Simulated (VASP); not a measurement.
# C (P6_3/mmc) in VASP: single point with HSE06

Aim: the single point of C with HSE06.

Program: VASP 6.6.1. These are calculated values, not measurements. Logs are shortened: lines on timing, memory, paths and dates and some standing lists are left out, and cuts for length are marked.

**1. Starting point**

Symmetry: P6_3/mmc, No. 194, hexagonal system. The conventional cell has a = 2.520 Å, b = 2.520 Å, c = 4.180 Å, α = 90.00°, β = 90.00°, γ = 120.00°. C (site symmetry 3m) has 4 C at 1.55 to 1.57 Å as nearest neighbours.

**2. Single point, HSE06**

POSCAR reads:

```
C
1.0
    2.5200000000      0.0000000000      0.0000000000
   -1.2600000000      2.1823840175      0.0000000000
    0.0000000000      0.0000000000      4.1800000000
C
4
Direct
    0.3333333333      0.6666666667     -0.0002930293
    0.6666666667      0.3333333333      0.4997069707
    0.3333333333      0.6666666667      0.3742930293
    0.6666666667      0.3333333333      0.8742930293
```

INCAR.step1 reads:

```
PREC = Accurate ; ENCUT = 520
EDIFF = 1E-5 ; ISMEAR = 0
SIGMA = 0.01 ; LREAL = False
LASPH = True ; NELM = 100
ALGO = Normal ; ISIF = 2
LWAVE = True ; LCHARG = False
GGA = PE ; NBANDS = 16
```

INCAR.step2 reads:

```
PREC = Accurate ; ENCUT = 520
EDIFF = 1E-7 ; ISMEAR = 0
SIGMA = 0.01 ; LREAL = False
LASPH = True ; NELM = 100
ALGO = Normal ; ISIF = 2
LWAVE = False ; LCHARG = False
GGA = PE ; LHFCALC = True
HFSCREEN = 0.2079 ; PRECFOCK = Normal
ISTART = 1 ; NBANDS = 16
```

KPOINTS reads:

```
Automatic mesh
0
Gamma
  9 9 4
```

Potentials or basis: VASP PAW PBE potentials, release 64 (C).

The run is started by

```
> cat potpaw_PBE.64/C/POTCAR > POTCAR
> cp INCAR.step1 INCAR
> mpirun -np 1 vasp_std > vasp.out
> cp INCAR.step2 INCAR
> mpirun -np 1 vasp_std > vasp.out
```

OUTCAR:

```text
PREC = Accurate
   ENCUT = 520
   EDIFF = 1E-7
   ISMEAR = 0
   LREAL = False
   LASPH = True
   NELM = 100
   ISIF = 2
   GGA = PE
   LHFCALC = True
   HFSCREEN = 0.2079
   PRECFOCK = Normal
   ISTART = 1

 ion  position               nearest neighbor table
   1  0.333  0.667  1.000-   4 1.55   4 1.55   4 1.55   3 1.57
   2  0.667  0.333  0.500-   3 1.55   3 1.55   3 1.55   4 1.57
   3  0.333  0.667  0.374-   2 1.55   2 1.55   2 1.55   1 1.57
   4  0.667  0.333  0.874-   1 1.55   1 1.55   1 1.55   2 1.57

  LATTYP: Found a hexagonal cell.
 ALAT       =     2.5200000000
 C/A-ratio  =     1.6587301587

  Lattice vectors:

 A1 = (   2.5200000000,   0.0000000000,   0.0000000000)
 A2 = (  -1.2600000000,   2.1823840175,   0.0000000000)
 A3 = (   0.0000000000,   0.0000000000,   4.1800000000)

Analysis of symmetry for initial positions (statically):
=====================================================================
 Subroutine PRICEL returns:
 Original cell was already a primitive cell.

 Routine SETGRP: Setting up the symmetry group for a
 hexagonal supercell.

 Subroutine GETGRP returns: Found 24 space group operations
 (whereof  6 operations were pure point group operations)
 out of a pool of 24 trial point group operations.

The static configuration has the point symmetry C_3v.
 The point group associated with its full space group is D_6h.

Analysis of symmetry for dynamics (positions and initial velocities):
=====================================================================
 Subroutine PRICEL returns:
 Original cell was already a primitive cell.

 Routine SETGRP: Setting up the symmetry group for a
 hexagonal supercell.

 Subroutine GETGRP returns: Found 24 space group operations
 (whereof  6 operations were pure point group operations)
 out of a pool of 24 trial point group operations.

The dynamic configuration has the point symmetry C_3v.
 The point group associated with its full space group is D_6h.

 Subroutine INISYM returns: Found 24 space group operations
 (whereof  6 operations are pure point group operations),
 and found     1 'primitive' translations

----------------------------------------------------------------------------------------

                                     Primitive cell

  volume of cell :      22.9884

  direct lattice vectors                    reciprocal lattice vectors
     2.520000000  0.000000000  0.000000000     0.396825397  0.229107250  0.000000000
    -1.260000000  2.182384017  0.000000000     0.000000000  0.458214499  0.000000000
     0.000000000  0.000000000  4.180000000     0.000000000  0.000000000  0.239234450

  length of vectors
     2.520000000  2.520000000  4.180000000     0.458214499  0.458214499  0.239234450

  position of ions in fractional coordinates (direct lattice)
     0.333333333  0.666666667  0.999706971
     0.666666667  0.333333333  0.499706971
     0.333333333  0.666666667  0.374293029
     0.666666667  0.333333333  0.874293029

  ion indices of the primitive-cell ions
   primitive index   ion index
                 1           1
                 2           2
                 3           3
                 4           4

----------------------------------------------------------------------------------------

 KPOINTS: Automatic mesh

Automatic generation of k-mesh.
 Grid dimensions read from file:
 generate k-points for:    9    9    4

 Generating k-lattice:

  Cartesian coordinates                     Fractional coordinates (reciprocal lattice)
     0.044091711  0.025456361  0.000000000     0.111111111  0.000000000  0.000000000
     0.000000000  0.050912722  0.000000000     0.000000000  0.111111111  0.000000000
     0.000000000  0.000000000  0.059808612     0.000000000  0.000000000  0.250000000

  Length of vectors
     0.050912722  0.050912722  0.059808612

  Shift w.r.t. Gamma in fractional coordinates (k-lattice)
     0.000000000  0.000000000  0.000000000

 Subroutine IBZKPT returns following result:
 ===========================================

 Found     36 irreducible k-points:

 Following reciprocal coordinates:
            Coordinates               Weight
  0.000000  0.000000  0.000000      1.000000
  0.111111 -0.000000  0.000000      6.000000
  0.222222  0.000000  0.000000      6.000000
  0.333333 -0.000000  0.000000      6.000000
  0.444444  0.000000  0.000000      6.000000
  0.111111  0.111111  0.000000      6.000000
[... 16 lines left out ...]
  0.333333  0.222222  0.250000     24.000000
  0.333333  0.333333  0.250000      4.000000
 [... further k-points ...]
   k-points           NKPTS =     36   k-points in BZ     NKDIM =    324   number of bands    NBANDS=     16
   number of dos      NEDOS =    301   number of ions     NIONS =      4
   total plane-waves  NPLWV =  12800
   dimension x,y,z NGX =    20 NGY =   20 NGZ =   32
   dimension x,y,z NGXF=    40 NGYF=   40 NGZF=   64
   ions per type =               4
   NGX,Y,Z   is equivalent  to a cutoff of  13.19, 13.19, 12.73 a.u.
   NGXF,Y,Z  is equivalent  to a cutoff of  26.39, 26.39, 25.45 a.u.
 SYSTEM =  unknown system
   PREC   = accura    normal or accurate (medium, high low for compatibility)
   ISTART =      1    job   : 0-new  1-cont  2-samecut
   ICHARG =      0    charge: 1-file 2-atom 10-const
   ISPIN  =      1    spin polarized calculation?
   LNONCOLLINEAR =      F non collinear calculations
   LSORBIT =      F    spin-orbit coupling
   LASPH  =      T    aspherical Exc in radial PAW
   ENCUT  =  520.0 eV  38.22 Ry    6.18 a.u.   4.69  4.69  7.77*2*pi/ulx,y,z
   NELM   =    100;   NELMIN=  2; NELMDL=  0     # of ELM steps
   EDIFF  = 0.1E-06   stopping-criterion for ELM
   LREAL  =      F    real-space projection
   EDIFFG = 0.1E-05   stopping-criterion for IOM
   NSW    =      0    number of steps for IOM
   IBRION =     -1    ionic relax: 0-MD 1-quasi-New 2-CG
   NFREE  =      0    steps in history (QN), initial steepest desc. (CG)
   ISIF   =      2    stress and relaxation
   ISYM   =      3    0-nonsym 1-usesym 2-fastsym
   POTIM  = 0.5000    time-step for ionic-motion
   TEBEG  =    0.0;   TEEND  =   0.0 temperature during run
   PSTRESS=    0.0 pullay stress
   NELECT =      16.0000    total number of electrons
   NUPDOWN=      -1.0000    fix difference up-down
   EMIN   =  10.00;   EMAX   =-10.00  energy-range for DOS
   EFERMI =   0.00;   METHOD = LEGACY
   ISMEAR =     0;   SIGMA  =   0.01  broadening in eV -4-tet -1-fermi 0-gaus
   EFERMI_NEDOS =   21; number of points for ismear=-14 and -15
   IALGO  =     38    algorithm
   IMIX   =      1    mixing-type and parameters
     AMIX     =   0.40;   BMIX     =  1.00
     AMIX_MAG =   1.60;   BMIX_MAG =  1.00
  volume/ion in A,a.u.               =       5.75        38.78
  Fermi-wavevector in a.u.,A,eV,Ry     =   1.450815  2.741644 28.638432  2.104865
  Thomas-Fermi vector in A             =   2.568384
   LORBIT       =      0    0 simple, 1 ext, 2 COOP (PROOUT), +10 PAW based schemes
   GGA     = PE    functional components
   LHFCALC =     T    Hartree Fock is set to
   PRECFOCK=normal    Normal, Fast or Accurate (Low or Medium for compatibility)
   ENCUT4O =  -1.0   cutoff for four orbital integrals eV
   NKREDX  =     1    reduce k-point grid by
   NKREDY  =     1    reduce k-point grid by
   NKREDZ  =     1    reduce k-point grid by
   AEXX    =    0.2500 exact exchange contribution
   HFSCREEN=    0.2079 screening length (either q_TF or 0.3 A-1)
   HFSCREENC=   0.2079 screening length for correlation (either q_TF or 0.3 A-1)
   ENCUTFOCK=  -1.0 apply spherical cutoff to Coloumb kernel
   IVDW    =     0    specifies the selected vdW correction
   LEPSILON=     F    determine dielectric tensor
   LRPA    =     F    only Hartree local field effects (RPA)
 non-spin polarized calculation
 Gauss-broadening in eV      SIGMA  =   0.01
  energy-cutoff  :      520.00
  volume of cell :       22.99
 maximum number of plane-waves:       640
 NGX is ok and might be reduce to    20
  NGX = 16; NGY = 16; NGZ = 24

 number of electron      16.0000000 magnetization

 Free energy of the ion-electron system (eV)
  ---------------------------------------------------
  ext. energy  EPLUGINS =         0.00000000
  ---------------------------------------------------
  free energy    TOTEN  =       -41.97669988 eV

  energy without entropy =      -41.97669988  energy(sigma->0) =      -41.97669988

 E-fermi :   9.2789     XC(G=0): -10.7661

 val. band max:        9.2254040427   @ k =   0.0000   0.0000   0.0000
 cond. band min:      13.6499568209   @ k =   0.3333   0.3333   0.0000
 fundamental gap:      4.4245527782
 Fermi energy:         9.2788658421

 k-point     1 :       0.0000    0.0000    0.0000
  band No.  band energies     occupation
      1     -14.4483      2.00000
      2      -8.4803      2.00000
      3      -5.5623      2.00000
      4       5.8772      2.00000
      5       5.8772      2.00000
      6       8.7554      2.00000
[... 8 lines left out ...]
     15      24.9597      0.00000
     16      28.2616      0.00000

 k-point     2 :       0.1111   -0.0000    0.0000
  band No.  band energies     occupation
      1     -14.1202      2.00000
      2      -8.1806      2.00000
      3      -5.2595      2.00000
      4       4.3156      2.00000
      5       5.2483      2.00000
      6       7.9002      2.00000
[... 8 lines left out ...]
     15      25.3803      0.00000
     16      27.1759      0.00000

 k-point     3 :       0.2222    0.0000    0.0000
  band No.  band energies     occupation
      1     -13.1428      2.00000
      2      -7.2873      2.00000
      3      -4.4077      2.00000
      4       1.0671      2.00000
      5       4.0033      2.00000
      6       5.0692      2.00000
[... 8 lines left out ...]
     15      25.1247      0.00000
     16      26.5587      0.00000

 k-point     4 :       0.3333   -0.0000    0.0000
  band No.  band energies     occupation
      1     -11.5480      2.00000
      2      -5.8236      2.00000
      3      -3.7137      2.00000
      4      -1.7745      2.00000
      5       1.9417      2.00000
      6       2.9198      2.00000
[... 8 lines left out ...]
     15      26.1794      0.00000
     16      27.1164      0.00000

 k-point     5 :       0.4444    0.0000    0.0000
  band No.  band energies     occupation
      1      -9.5080      2.00000
      2      -6.0220      2.00000
      3      -3.9113      2.00000
      4      -1.0592      2.00000
      5      -0.8855      2.00000
      6       2.3257      2.00000
[... 8 lines left out ...]
     15      27.7563      0.00000
     16      29.0628      0.00000

 k-point     6 :       0.1111    0.1111    0.0000
  band No.  band energies     occupation
      1     -13.4673      2.00000
      2      -7.5841      2.00000
      3      -4.6785      2.00000
      4       2.2874      2.00000
      5       3.8754      2.00000
      6       6.1098      2.00000
[... 8 lines left out ...]
     15      26.0644      0.00000
     16      26.2969      0.00000
[... 267 lines left out ...]
 k-point    21 :       0.4444    0.1111    0.2500
  band No.  band energies     occupation
      1      -8.2235      2.00000
      2      -6.2759      2.00000
      3      -4.7465      2.00000
      4      -2.8494      2.00000
      5       1.0424      2.00000
      6       2.0681      2.00000
[... 8 lines left out ...]
     15      26.2609      0.00000
     16      28.9488      0.00000

 k-point    22 :       0.2222    0.2222    0.2500
  band No.  band energies     occupation
      1     -10.1736      2.00000
      2      -6.8420      2.00000
      3      -2.7982      2.00000
      4       0.0625      2.00000
      5       0.5852      2.00000
      6       0.7738      2.00000
[... 8 lines left out ...]
     15      24.4210      0.00000
     16      26.7972      0.00000

 k-point    23 :       0.3333    0.2222    0.2500
  band No.  band energies     occupation
      1      -8.1889      2.00000
      2      -5.5378      2.00000
      3      -4.4234      2.00000
      4      -1.9108      2.00000
      5      -0.8879      2.00000
      6       1.7941      2.00000
[... 8 lines left out ...]
     15      25.6131      0.00000
     16      27.2732      0.00000

 k-point    24 :       0.3333    0.3333    0.2500
  band No.  band energies     occupation
      1      -6.4421      2.00000
      2      -6.4421      2.00000
      3      -3.0011      2.00000
      4      -3.0011      2.00000
      5      -2.2257      2.00000
      6       0.7622      2.00000
[... 8 lines left out ...]
     15      26.6318      0.00000
     16      26.6318      0.00000

 [... further k-points ...]

------------------------ aborting loop because EDIFF is reached ----------------------------------------

  FORCE on cell =-STRESS in cart. coord.  units (eV):
  Direction    XX          YY          ZZ          XY          YZ          ZX
  --------------------------------------------------------------------------------------
  -------------------------------------------------------------------------------------
  Total       -1.8974998     -1.8974998     -1.3378610     -0.0000000      0.0000000      0.0000000
  in kB     -132.2465451   -132.2465451    -93.2424310     -0.0000000      0.0000000      0.0000000
  external PRESSURE =    -119.2451737 kB  Pullay stress =       0.0000000 kB

 VOLUME and BASIS-vectors are now :
 -----------------------------------------------------------------------------
  energy-cutoff  :      520.00
  volume of cell :       22.99
      direct lattice vectors                 reciprocal lattice vectors
     2.520000000  0.000000000  0.000000000     0.396825397  0.229107250  0.000000000
    -1.260000000  2.182384017  0.000000000     0.000000000  0.458214499  0.000000000
     0.000000000  0.000000000  4.180000000     0.000000000  0.000000000  0.239234450

 POSITION                                       TOTAL-FORCE (eV/Angst)
 -----------------------------------------------------------------------------------
     -0.00000      1.45492      4.17878        -0.000000      0.000000     -0.016600
      1.26000      0.72746      2.08878         0.000000      0.000000     -0.016600
     -0.00000      1.45492      1.56454        -0.000000     -0.000000      0.016600
      1.26000      0.72746      3.65454         0.000000      0.000000      0.016600
 -----------------------------------------------------------------------------------
    total drift:                                0.000000     -0.000000      0.000000

  FREE ENERGIE OF THE ION-ELECTRON SYSTEM (eV)
  ---------------------------------------------------
  free  energy   TOTEN  =       -41.9766998819 eV

  energy  without entropy=      -41.9766998819  energy(sigma->0) =      -41.97669988
```

Wall time 54 min (1 thread of Intel Xeon Platinum 8259CL at 2.50GHz (Skylake/Cascade Lake), shared host); peak memory 0.25 GiB.

What came out:

* Free energy: -41.9767 eV
* Pressure: -11.9 GPa
* Largest force: 0.017 eV/Å
* Band gap on the k mesh: 4.42 eV, indirect (least direct gap 6.25 eV)

Forces on the atoms (eV/Å):
```
C    0.000  0.000 -0.017
C    0.000  0.000 -0.017
C    0.000  0.000  0.017
C    0.000  0.000  0.017
```

Caveat: the PAW data sets were made with another functional, which shifts forces and pressure a little; an odd mesh through Γ misses points on the zone boundary, where band edges often lie.
